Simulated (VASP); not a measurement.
# Ta2H3 (P-3m1) in VASP: settings compared

One crystal, Ta2H3, is run at these levels: PBE+rVV10, vdW-DF2; tasks: density of states, band structure.

All numbers are computed with VASP 6.6.1; they aren't measurements. Logs are shortened: lines on timing, memory, paths and dates and some standing lists are left out, and cuts for length are marked.

## 1. The structure

The structure is trigonal, space group P-3m1 (No. 164). The conventional cell has a = 3.682 Å, b = 3.682 Å, c = 4.490 Å, α = 90.00°, β = 90.00°, γ = 120.00°. Ta (site symmetry 3m) is surrounded by 8 H at 2.19 to 2.30 Å. H (site symmetry -3m) has 6 Ta at 2.25 Å as nearest neighbours. H (site symmetry 3m) has 5 Ta at 2.19 to 2.30 Å as nearest neighbours.

The cell was built by a generator and needn't be a form met in nature.

## 2. Density of states, PBE+rVV10, spin-orbit coupling, no magnetisation (volume scaled by 1.08)

POSCAR reads:

```
Ta2H3
1.0
    3.7775227885      0.0000000000      0.0000000000
   -1.8887613942      3.2714307013      0.0000000000
    0.0000000000      0.0000000000      4.6071087203
Ta H
2 3
Direct
    0.6666666700      0.3333333300      0.8371703600
    0.3333333300      0.6666666700      0.1628296400
    0.0000000000      0.0000000000      0.0000000000
    0.6666666700      0.3333333300      0.3496741700
    0.3333333300      0.6666666700      0.6503258300
```

INCAR.step1 reads:

```
  PREC = Accurate
  ENCUT = 520
  EDIFF = 1E-6
  ISMEAR = -1
  SIGMA = 0.05
  LREAL = F
  LASPH = T
  NELM = 80
  ALGO = Normal
  ISIF = 2
  LWAVE = F
  LCHARG = T
  MAGMOM = 0 0 0 0 0 0 0 0 0 0 0 0 0 0 0
  LSORBIT = T
  GGA_COMPAT = F
  LMAXMIX = 4
  GGA = PE
  LUSE_VDW = T
  IVDW_NL = 2
  BPARAM = 10.0
  CPARAM = 0.0093
```

KPOINTS.step1 reads:

```
Automatic mesh
0
Gamma
  6 6 5
```

INCAR.step2 reads:

```
  PREC = Accurate
  ENCUT = 520
  EDIFF = 1E-6
  ISMEAR = -5
  SIGMA = 0.05
  LREAL = F
  LASPH = T
  NELM = 80
  ALGO = Normal
  ISIF = 2
  LWAVE = F
  LCHARG = F
  MAGMOM = 0 0 0 0 0 0 0 0 0 0 0 0 0 0 0
  LORBIT = 10
  LSORBIT = T
  GGA_COMPAT = F
  LMAXMIX = 4
  GGA = PE
  LUSE_VDW = T
  IVDW_NL = 2
  BPARAM = 10.0
  CPARAM = 0.0093
  NEDOS = 2001
  ICHARG = 11
```

KPOINTS.step2 reads:

```
Automatic mesh
0
Gamma
  9 9 8
```

Potentials or basis: VASP PAW PBE potentials, release 54 (Ta_pv, H).

Command:

```sh
$ cat potpaw_PBE.54/Ta_pv/POTCAR potpaw_PBE.54/H/POTCAR > POTCAR
$ cp INCAR.step1 INCAR
$ cp KPOINTS.step1 KPOINTS
$ mpirun -np 1 vasp_ncl > vasp.out
$ cp INCAR.step2 INCAR
$ cp KPOINTS.step2 KPOINTS
$ mpirun -np 1 vasp_ncl > vasp.out
```

OUTCAR:

```text
PREC = Accurate
   ENCUT = 520
   EDIFF = 1E-6
   ISMEAR = -5
   LREAL = F
   LASPH = T
   NELM = 80
   ISIF = 2
   LORBIT = 10
   LSORBIT = T
   GGA = PE
   IVDW_NL = 2
   BPARAM = 10.0
   ICHARG = 11

 ion  position               nearest neighbor table
   1  0.667  0.333  0.837-   4 2.25   2 2.65   2 2.65   2 2.65
   2  0.333  0.667  0.163-   5 2.25   1 2.65   1 2.65   1 2.65
   3  0.000  0.000  0.000-
   4  0.667  0.333  0.350-   1 2.25
   5  0.333  0.667  0.650-   2 2.25

  LATTYP: Found a hexagonal cell.
 ALAT       =     3.7775227885
 C/A-ratio  =     1.2196110992

  Lattice vectors:

 A1 = (   3.7775227885,   0.0000000000,   0.0000000000)
 A2 = (  -1.8887613942,   3.2714307013,   0.0000000000)
 A3 = (   0.0000000000,   0.0000000000,   4.6071087203)

Analysis of symmetry for initial positions (statically):
=====================================================================
 Subroutine PRICEL returns:
 Original cell was already a primitive cell.

 Routine SETGRP: Setting up the symmetry group for a
 hexagonal supercell.

 Subroutine GETGRP returns: Found 12 space group operations
 (whereof 12 operations were pure point group operations)
 out of a pool of 24 trial point group operations.

The static configuration has the point symmetry D_3d.

Analysis of symmetry for dynamics (positions and initial velocities):
=====================================================================
 Subroutine PRICEL returns:
 Original cell was already a primitive cell.

 Routine SETGRP: Setting up the symmetry group for a
 hexagonal supercell.

 Subroutine GETGRP returns: Found 12 space group operations
 (whereof 12 operations were pure point group operations)
 out of a pool of 24 trial point group operations.

The dynamic configuration has the point symmetry D_3d.

Analysis of structural, dynamic, and magnetic symmetry:
=====================================================================
 Subroutine PRICEL returns:
 Original cell was already a primitive cell.

 Routine SETGRP: Setting up the symmetry group for a
 hexagonal supercell.

 Subroutine GETGRP returns: Found 12 space group operations
 (whereof 12 operations were pure point group operations)
 out of a pool of 24 trial point group operations.

The overall configuration has the point symmetry D_3d.

 Subroutine INISYM returns: Found 12 space group operations
 (whereof 12 operations are pure point group operations),
 and found     1 'primitive' translations

----------------------------------------------------------------------------------------

                                     Primitive cell

  volume of cell :      56.9342

  direct lattice vectors                    reciprocal lattice vectors
     3.777522788  0.000000000  0.000000000     0.264723750  0.152838328  0.000000000
    -1.888761394  3.271430701  0.000000000     0.000000000  0.305676657  0.000000000
     0.000000000  0.000000000  4.607108720     0.000000000  0.000000000  0.217055872

  length of vectors
     3.777522788  3.777522791  4.607108720     0.305676657  0.305676657  0.217055872

  position of ions in fractional coordinates (direct lattice)
     0.666666670  0.333333330  0.837170360
     0.333333330  0.666666670  0.162829640
     0.000000000  0.000000000  0.000000000
     0.666666670  0.333333330  0.349674170
     0.333333330  0.666666670  0.650325830

  ion indices of the primitive-cell ions
   primitive index   ion index
                 1           1
                 2           2
                 3           3
                 4           4
                 5           5

----------------------------------------------------------------------------------------

 KPOINTS: Automatic mesh

Automatic generation of k-mesh.
 Grid dimensions read from file:
 generate k-points for:    9    9    8

 Generating k-lattice:

  Cartesian coordinates                     Fractional coordinates (reciprocal lattice)
     0.029413750  0.016982036  0.000000000     0.111111111  0.000000000  0.000000000
     0.000000000  0.033964073  0.000000000     0.000000000  0.111111111  0.000000000
[... 51 lines left out ...]
   PREC   = accura    normal or accurate (medium, high low for compatibility)
   ISTART =      0    job   : 0-new  1-cont  2-samecut
   ICHARG =     11    charge: 1-file 2-atom 10-const
   ISPIN  =      1    spin polarized calculation?
   LNONCOLLINEAR =      T non collinear calculations
   LSORBIT =      T    spin-orbit coupling
   LASPH  =      T    aspherical Exc in radial PAW
   ENCUT  =  520.0 eV  38.22 Ry    6.18 a.u.   7.02  7.02  8.57*2*pi/ulx,y,z
   NELM   =     80;   NELMIN=  2; NELMDL=  0     # of ELM steps
   EDIFF  = 0.1E-05   stopping-criterion for ELM
   LREAL  =      F    real-space projection
   EDIFFG = 0.1E-04   stopping-criterion for IOM
   NSW    =      0    number of steps for IOM
   IBRION =     -1    ionic relax: 0-MD 1-quasi-New 2-CG
   NFREE  =      0    steps in history (QN), initial steepest desc. (CG)
[... 58 lines left out ...]
[... 829 lines left out ...]
     31       7.0538      0.00000
     32       7.0539      0.00000

 [... further k-points ...]

------------------------ aborting loop because EDIFF is reached ----------------------------------------

  FORCE on cell =-STRESS in cart. coord.  units (eV):
  Direction    XX          YY          ZZ          XY          YZ          ZX
  --------------------------------------------------------------------------------------
  -------------------------------------------------------------------------------------
  Total       -4.1229228     -4.1229228     -1.5926500     -0.0000000      0.0000000      0.0000000
  in kB     -116.0225771   -116.0225773    -44.8185332     -0.0000000      0.0000000      0.0000000
  external PRESSURE =     -92.2878959 kB  Pullay stress =       0.0000000 kB

 VOLUME and BASIS-vectors are now :
 -----------------------------------------------------------------------------
  energy-cutoff  :      520.00
  volume of cell :       56.93
      direct lattice vectors                 reciprocal lattice vectors
     3.777522788  0.000000000  0.000000000     0.264723750  0.152838328  0.000000000
    -1.888761394  3.271430701  0.000000000     0.000000000  0.305676657  0.000000000
     0.000000000  0.000000000  4.607108720     0.000000000  0.000000000  0.217055872

 POSITION                                       TOTAL-FORCE (eV/Angst)
 -----------------------------------------------------------------------------------
      1.88876      1.09048      3.85693         0.000000     -0.000000     -3.418255
     -0.00000      2.18095      0.75017         0.000000      0.000000      3.418255
      0.00000      0.00000      0.00000        -0.000000      0.000000      0.000000
      1.88876      1.09048      1.61099        -0.000000      0.000000     -0.544449
     -0.00000      2.18095      2.99612        -0.000000     -0.000000      0.544449
 -----------------------------------------------------------------------------------
    total drift:                               -0.000000      0.000000      0.000000

  FREE ENERGIE OF THE ION-ELECTRON SYSTEM (eV)
  ---------------------------------------------------
  free  energy   TOTEN  =       -32.1116004840 eV

  energy  without entropy=      -32.1116004840  energy(sigma->0) =      -32.11160048

 Spin-Orbit-Coupling matrix elements

 Ion:    1  E_soc:     -1.4536178
 l=   1
     0.0000000    -0.2166355    -0.2153581
    -0.2166355     0.0000000    -0.2166355
    -0.2153581    -0.2166355     0.0000000
 l=   2
     0.0000000    -0.0058863     0.0000000    -0.0058863    -0.0179396
    -0.0058863     0.0000000    -0.0151848    -0.0063256    -0.0058863
     0.0000000    -0.0151848     0.0000000    -0.0151848     0.0000000
    -0.0058863    -0.0063256    -0.0151848     0.0000000    -0.0058863
    -0.0179396    -0.0058863     0.0000000    -0.0058863     0.0000000
 l=   3
     0.0000000     0.0000000     0.0000000     0.0000000     0.0000000     0.0000000     0.0000000
     0.0000000     0.0000000     0.0000000     0.0000000     0.0000000     0.0000000     0.0000000
     0.0000000     0.0000000     0.0000000     0.0000000     0.0000000     0.0000000     0.0000000
     0.0000000     0.0000000     0.0000000     0.0000000     0.0000000     0.0000000     0.0000000
[... 69 lines left out ...]
 l=   2
     0.0000000     0.0000000     0.0000000     0.0000000     0.0000000
     0.0000000     0.0000000     0.0000000     0.0000000     0.0000000
     0.0000000     0.0000000     0.0000000     0.0000000     0.0000000
     0.0000000     0.0000000     0.0000000     0.0000000     0.0000000
     0.0000000     0.0000000     0.0000000     0.0000000     0.0000000
 l=   3
     0.0000000     0.0000000     0.0000000     0.0000000     0.0000000     0.0000000     0.0000000
     0.0000000     0.0000000     0.0000000     0.0000000     0.0000000     0.0000000     0.0000000
     0.0000000     0.0000000     0.0000000     0.0000000     0.0000000     0.0000000     0.0000000
     0.0000000     0.0000000     0.0000000     0.0000000     0.0000000     0.0000000     0.0000000
     0.0000000     0.0000000     0.0000000     0.0000000     0.0000000     0.0000000     0.0000000
     0.0000000     0.0000000     0.0000000     0.0000000     0.0000000     0.0000000     0.0000000
     0.0000000     0.0000000     0.0000000     0.0000000     0.0000000     0.0000000     0.0000000

 total charge

# of ion       s       p       d       tot
------------------------------------------
    1        0.349   6.096   2.464   8.909
    2        0.349   6.096   2.464   8.909
    3        0.454   0.021   0.000   0.476
    4        0.468   0.013   0.000   0.482
    5        0.468   0.013   0.000   0.482
--------------------------------------------------
tot          2.090  12.239   4.929  19.257

 magnetization (x)

# of ion       s       p       d       tot
------------------------------------------
    1        0.000   0.000   0.000   0.000
    2        0.000   0.000   0.000   0.000
    3        0.000  -0.000   0.000  -0.000
    4       -0.000   0.000   0.000  -0.000
    5       -0.000   0.000   0.000  -0.000
--------------------------------------------------
tot          0.000   0.000   0.000   0.000

 magnetization (y)

# of ion       s       p       d       tot
------------------------------------------
    1       -0.000   0.000   0.000  -0.000
    2        0.000   0.000   0.000   0.000
    3       -0.000   0.000   0.000  -0.000
    4        0.000   0.000   0.000   0.000
    5        0.000   0.000   0.000   0.000
--------------------------------------------------
tot         -0.000   0.000   0.000   0.000

 magnetization (z)

# of ion       s       p       d       tot
------------------------------------------
    1        0.000   0.000   0.000   0.000
    2        0.000   0.000   0.000   0.000
    3       -0.000   0.000   0.000  -0.000
    4        0.000   0.000   0.000   0.000
    5        0.000   0.000   0.000   0.000
--------------------------------------------------
tot         -0.000   0.000   0.000  -0.000
```

It took 5.2 min on 1 thread of Intel Xeon Platinum 8375C at 2.90GHz (Ice Lake), shared host; peak memory 0.56 GiB.

Results:

- Valence electrons inside the program's atomic spheres: Ta 8.91; H 0.48

## 3. Band structure, vdW-DF2

INCAR reads:

```
PREC     = Accurate       # precision mode
ENCUT    = 500            # plane-wave cutoff, eV
EDIFF    = 1E-6           # SCF threshold, eV
ISMEAR   = 0              # smearing method
SIGMA    = 0.01           # smearing width, eV
LREAL    = F              # projectors in reciprocal space
LASPH    = T              # aspherical terms in the spheres
NELM     = 80             # most SCF steps
ALGO     = Normal         # electronic algorithm
ISIF     = 2              # what is computed and relaxed
LWAVE    = F              # write WAVECAR
LCHARG   = F              # write CHGCAR
LMAXMIX  = 4              # l up to which the mixer works
GGA      = ML             # functional
LUSE_VDW = T            
AGGAC    = 0.0          
ZAB_VDW  = -1.8867
```

Ta2H3.cif reads:

```cif
data_Ta2H3
_cell_length_a 3.68184788
_cell_length_b 3.68184788
_cell_length_c 4.49042254
_cell_angle_alpha 90.00000000
_cell_angle_beta 90.00000000
_cell_angle_gamma 120.00000000
_space_group_name_H-M_alt 'P-3m1'
_space_group_name_Hall '-P 3 2"'
_space_group_IT_number 164
loop_
_space_group_symop_operation_xyz
'x,y,z'
'-x,-y,-z'
'-y,x-y,z'
'y,-x+y,-z'
'-x+y,-x,z'
'x-y,x,-z'
'y,x,-z'
'-y,-x,z'
'x-y,-y,-z'
'-x+y,y,z'
'-x,-x+y,-z'
'x,x-y,z'
loop_
_atom_site_label
_atom_site_type_symbol
_atom_site_symmetry_multiplicity
_atom_site_Wyckoff_symbol
_atom_site_fract_x
_atom_site_fract_y
_atom_site_fract_z
_atom_site_occupancy
Ta1 Ta 2 d 0.6666666667 0.3333333333 0.8371703600 1
H1 H 1 a 0.0000000000 0.0000000000 0.0000000000 1
H2 H 2 d 0.6666666667 0.3333333333 0.3496741700 1
```

KPOINTS reads:

```
regular mesh
0
Gamma
  8 8 6
```

POSCAR reads:

```
Ta H 
 1.0000000000000000
     3.6818478799999999    0.0000000000000000    0.0000000000000000
    -1.8409239399999990    3.1885737969498793    0.0000000000000000
     0.0000000000000000    0.0000000000000000    4.4904225400000000
 Ta  H  
   2   3
Cartesian
  1.8409239401840927  1.0628579322103406  3.7592486543639145
 -0.0000000001840918  2.1257158647395391  0.7311738856360855
  0.0000000000000000  0.0000000000000000  0.0000000000000000
  1.8409239401840927  1.0628579322103406  1.5701847746237918
 -0.0000000001840918  2.1257158647395391  2.9202377653762079
```

KPOINTS_OPT reads:

```
path GMKGALHA,LM,KH
15
line-mode
reciprocal
 0.0000000000  0.0000000000  0.0000000000  G
 0.5000000000  0.0000000000  0.0000000000  M

 0.5000000000  0.0000000000  0.0000000000  M
 0.3333333333  0.3333333333  0.0000000000  K

 0.3333333333  0.3333333333  0.0000000000  K
 0.0000000000  0.0000000000  0.0000000000  G

 0.0000000000  0.0000000000  0.0000000000  G
 0.0000000000  0.0000000000  0.5000000000  A

 0.0000000000  0.0000000000  0.5000000000  A
 0.5000000000  0.0000000000  0.5000000000  L

 0.5000000000  0.0000000000  0.5000000000  L
 0.3333333333  0.3333333333  0.5000000000  H

 0.3333333333  0.3333333333  0.5000000000  H
 0.0000000000  0.0000000000  0.5000000000  A

 0.5000000000  0.0000000000  0.5000000000  L
 0.5000000000  0.0000000000  0.0000000000  M

 0.3333333333  0.3333333333  0.0000000000  K
 0.3333333333  0.3333333333  0.5000000000  H
```

Potentials or basis: VASP PAW PBE potentials, release 54 (Ta, H).

Command:

```sh
$ ase convert -i cif -o vasp Ta2H3.cif POSCAR
$ cat potpaw_PBE.54/Ta/POTCAR potpaw_PBE.54/H/POTCAR > POTCAR
$ mpirun -np 1 vasp_std > vasp.out
```

Wall time 90 s (1 thread of Intel Xeon Platinum 8375C at 2.90GHz (Ice Lake), shared host); peak memory 0.37 GiB.

Results (log left out):

```
Free energy             : -24.7554 eV
Pressure                : 9.9 GPa
Largest force           : 5.014 eV/Å
Band gap along the path : none (metal or under the smearing width)
```

Forces in eV/Å, atoms in the order of the input:
```
Ta   0.000  0.000 -5.014
Ta   0.000  0.000  5.014
H    0.000  0.000  0.000
H    0.000  0.000 -0.334
H    0.000  0.000  0.334
```

Stress tensor (GPa, compression positive):
```
 7.30  0.00  0.00
 0.00  7.30  0.00
 0.00  0.00 15.16
```

Levels at the corners of the path, in eV from the Fermi level:
```
point  band 3  band 4  band 5  band 6  band 7  band 8  band 9  band 10
    Γ   -4.72   -1.69   -1.69   -1.37   -1.37    2.78    2.78     4.42
    M   -6.03   -1.35   -1.00   -0.88    1.48    2.24    2.49     3.86
    M   -6.03   -1.35   -1.00   -0.88    1.48    2.24    2.49     3.86
    K   -6.54   -1.81   -0.78   -0.78    2.18    2.37    2.37     2.78
    K   -6.54   -1.81   -0.78   -0.78    2.18    2.37    2.37     2.78
    Γ   -4.72   -1.69   -1.69   -1.37   -1.37    2.78    2.78     4.49
    Γ   -4.72   -1.69   -1.69   -1.37   -1.37    2.78    2.78     4.49
    A   -2.08   -2.00   -2.00   -1.79   -1.65   -1.65    3.16     4.34
    A   -2.08   -2.00   -2.00   -1.79   -1.65   -1.65    3.16     4.33
    L   -5.13   -3.22   -1.19   -0.55    0.75    1.07    1.70     1.74
    L   -5.13   -3.22   -1.19   -0.55    0.75    1.07    1.70     1.74
    H   -5.43   -1.76   -1.76   -1.00   -0.49    0.71    0.71     3.13
    H   -5.43   -1.76   -1.76   -1.00   -0.49    0.71    0.71     3.13
    A   -2.08   -2.00   -2.00   -1.79   -1.65   -1.65    3.16     4.34
    L   -5.13   -3.22   -1.19   -0.55    0.75    1.07    1.70     1.74
    M   -6.03   -1.35   -1.00   -0.88    1.48    2.24    2.49     3.86
    K   -6.54   -1.81   -0.78   -0.78    2.18    2.37    2.37     2.78
    H   -5.43   -1.76   -1.76   -1.00   -0.49    0.71    0.71     3.13
```

Caveat: the PAW data sets were made with another functional, which shifts forces and pressure a little; spin-orbit coupling is left out, which moves the levels of the heavy elements.

## 4. The reference run

An earlier run on the cell as given: functional PBE; potentials or basis VASP PAW PBE potentials, release 64 (Ta_pv, H); cutoff 520 eV; k mesh 8 × 8 × 6; occupations fermi-dirac, width 0.05 eV; no spin polarisation.

- Pressure: 1.9 GPa
- Largest force: 5.061 eV/Å
- Band gap on the k mesh: none (metal or under the smearing width)

## 5. Overview

| task | level | potentials or basis | spin | cell | k mesh | cutoff (eV) | smearing | k mesh for the DOS | pressure (GPa) | largest force (eV/Å) |
| --- | --- | --- | --- | --- | --- | --- | --- | --- | --- | --- |
| density of states | PBE+rVV10 | VASP PAW PBE potentials, release 54 (Ta_pv, H) | SOC, no magnetisation | volume scaled by 1.08 | 6 × 6 × 5 | 520 | fermi-dirac 0.05 eV | 9 × 9 × 8 | - | - |
| band structure | vdW-DF2 | VASP PAW PBE potentials, release 54 (Ta, H) | off | as given | 8 × 8 × 6 | 500 | gaussian 0.01 eV | - | 9.9 | 5.01 |
| single point | PBE | VASP PAW PBE potentials, release 64 (Ta_pv, H) | off | as given | 8 × 8 × 6 | 520 | fermi-dirac 0.05 eV | - | 1.9 | 5.06 |

Caveats: the PAW data sets were made with another functional, which shifts forces and pressure a little (some runs); spin-orbit coupling is left out, which moves the levels of the heavy elements (some runs); forces of over 1 eV/Å show positions far from the minimum, so gaps and moduli don't describe the material at rest (some runs).

Absolute energies hang on the potentials; compare differences alone.
